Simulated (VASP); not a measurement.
Crystal: ZrSe2.

```
CELL_PARAMETERS angstrom
3.73854 0.00000 0.00000
-1.86927 3.23767 0.00000
0.00000 0.00000 6.03219
ATOMIC_POSITIONS crystal
Zr 0.00000 0.00000 0.00000
Se 0.33333 0.66667 0.26500
Se 0.66667 0.33333 0.73500
```

Base run:

| Quantity | Value |
| --- | --- |
| Program | VASP 6.6.1 |
| Functional | PBE |
| Potentials or basis | VASP PAW PBE potentials, release 64 (Zr_sv, Se) |
| Cutoff | 520 eV |
| k mesh | 9 × 9 × 5 |
| Occupations | gaussian, width 0.03 eV |
| Spin | no spin polarisation |

Its results: pressure 2.8 GPa; largest force 0.015 eV/Å.

Task: After a change of settings the same cell gave: pressure -2.7 GPa; largest force 0.306 eV/Å. Which change was it?
A. functional from PBE to r2SCAN; further incar settings from ALGO = Fast; EDIFF = 1e-07; NBANDS = 19 to ALGO = Normal; EDIFF = 1e-07; NBANDS = 19
B. further incar settings from ALGO = Fast; EDIFF = 1e-07; NBANDS = 19 to ALGO = Fast; EDIFF = 1e-07; NBANDS = 36
C. functional from PBE to LDA; potentials or basis from VASP PAW PBE potentials, release 64 (Zr_sv, Se) to VASP PAW LDA potentials, release 64 (Zr_sv, Se)

Result: C.
